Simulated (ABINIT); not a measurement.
Input of an ABINIT 10.8.3 (patched build) run:

The input run.abi:

```
pp_dirpath "./"
pseudos "As.upf, Ga.upf"

acell 3*1.0 Angstrom
rprim
     0.0000000000     2.8268500000     2.8268500000
     2.8268500000     0.0000000000     2.8268500000
     2.8268500000     2.8268500000     0.0000000000
ntypat 2
znucl 33 31
natom 2
typat 1 2
xred
     0.7500000000     0.7500000000     0.7500000000
     0.0000000000     0.0000000000     0.0000000000

ecut 38.0

kptopt 1
ngkpt 6 6 6
nshiftk 1
shiftk 0.0 0.0 0.0

ixc 11

nband 18
occopt 3
tsmear 0.00183747

nstep 100
tolvrs 1.0e-10

iomode 3
prtwf 0
prtden 0
prteig 0
prtebands 0
enunit 1
prtvol 2
```

Potentials or basis: PseudoDojo NC SR PBE v0.4.1 standard.

Run with:

```console
$ mpirun --bind-to none -np 4 abinit run.abi > log 2>&1
```

Q: Predict the band gap on the k mesh.

A: 0.51 eV, direct.

**The experiment to reproduce.**

From “Evidence of valence band perturbations in GaAsN/GaAs(001): A combined variable-angle spectroscopic ellipsometry and modulated photoreflectance investigation”, 2008, arxiv:0805.2212, for a bulk crystal of GaAs at 300 K: band gap 1.418 ± 0.005 eV (direct).

Against the measured gap of GaAs, 1.418 eV (direct; 300 K; “Evidence of valence band perturbations in GaAsN/GaAs(001): A combined variable-angle spectroscopic ellipsometry and modulated photoreflectance investigation”, 2008, arxiv:0805.2212), the calculated 0.51 eV is off by -0.90 eV. 3 values of this kind are on record (1.412 to 1.51 eV); this one was drawn at random among those near their median, those with a stated uncertainty first. Spin-orbit coupling on As, Ga is left out. The value is that of PBE on a finite k mesh, which can miss the band edges, without temperature or zero-point motion. Semilocal functionals fall short of measured gaps as a rule.
